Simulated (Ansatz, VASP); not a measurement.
One calculation of GePt, two programs

INCAR

```
ALGO     = Normal         # electronic algorithm
EDIFF    = 1E-7           # SCF threshold, eV
EDIFFG   = -0.04          # ionic threshold
ENCUT    = 600            # plane-wave cutoff, eV
GGA      = PE             # functional
IBRION   = 2              # ionic algorithm
ISIF     = 3              # what is computed and relaxed
ISMEAR   = 0              # smearing method
LASPH    = T              # aspherical terms in the spheres
LCHARG   = F              # write CHGCAR
LREAL    = F              # projectors in reciprocal space
LWAVE    = F              # write WAVECAR
NELM     = 80             # most SCF steps
NSW      = 90             # ionic steps
PREC     = Accurate       # precision mode
SIGMA    = 0.1            # smearing width, eV
```

KPOINTS

```
k-points
0
Gamma
  6 6 6
```

The input POSCAR:

```
GePt
1.0
    3.2642808900      0.0000000000      0.0000000000
    0.0000000000      3.2642808900      0.0000000000
    0.0000000000      0.0000000000      3.2642808900
Ge Pt
1 1
Direct
    0.0000000000      0.0000000000      0.0000000000
    0.5000000000      0.5000000000      0.5000000000
```

Input for Ansatz:

```yaml
crystal:
  lattice:
    - [3.26428089, 0.0, 0.0]
    - [0.0, 3.26428089, 0.0]
    - [0.0, 0.0, 3.26428089]
  atoms:
    - { symbol: Ge, position: [0.0, 0.0, 0.0] }
    - { symbol: Pt, position: [0.5, 0.5, 0.5] }
basis:
  ecutwfc: 420
kpoints:
  mp_grid: { grid: [6, 6, 6] }
hamiltonian:
  xc: pbe
scf:
  occupations: { method: gaussian, width: 0.1 }
  lower_state_search: "off"
output:
  forces: true
  stress: true
  eigenvalues: true
relax:
  adjacent_minimum: "off"
  f_tol: 0.04
  max_steps: 70
  cell: { stress_tol: 0.4 }
```

Change from the starting cell: species swapped into the CeHg type (Pm-3m, No. 221).

Alike in both runs: task relaxation of cell and atoms; functional PBE; k mesh 6 × 6 × 6; occupations gaussian, width 0.1 eV; no spin polarisation.

|  | VASP | Ansatz |
| --- | --- | --- |
| version | VASP 6.6.1 | Ansatz 0.2.0 |
| potentials or method | VASP PAW PBE potentials, release 64 (Ge_d, Pt) | scalar-relativistic, plane waves, PAW |
| plane-wave cutoff (eV) | 600 | 420 |
| valence electrons in the cell | 24 | 32 |

VASP gave:

```
gap on the k mesh at the Fermi level, each at its own relaxed structure (eV) : none
relaxed volume (Å³/atom)                                                     : 16.31
relaxed cell length with the largest relative difference (Å)                 : 3.195
energy change over the relaxation (meV/atom)                                 : -29
```

What did Ansatz give for the same quantities?

gap on the k mesh at the Fermi level, each at its own relaxed structure (eV): none; relaxed volume (Å³/atom): 16.29; relaxed cell length with the largest relative difference (Å): 3.194; energy change over the relaxation (meV/atom): -29.

A gap of «none» marks a metal or a gap that the smearing closes. The two sets of potentials don't hold the same shells in valence.

The runs have no spin-orbit coupling, so splittings on Pt are missing.
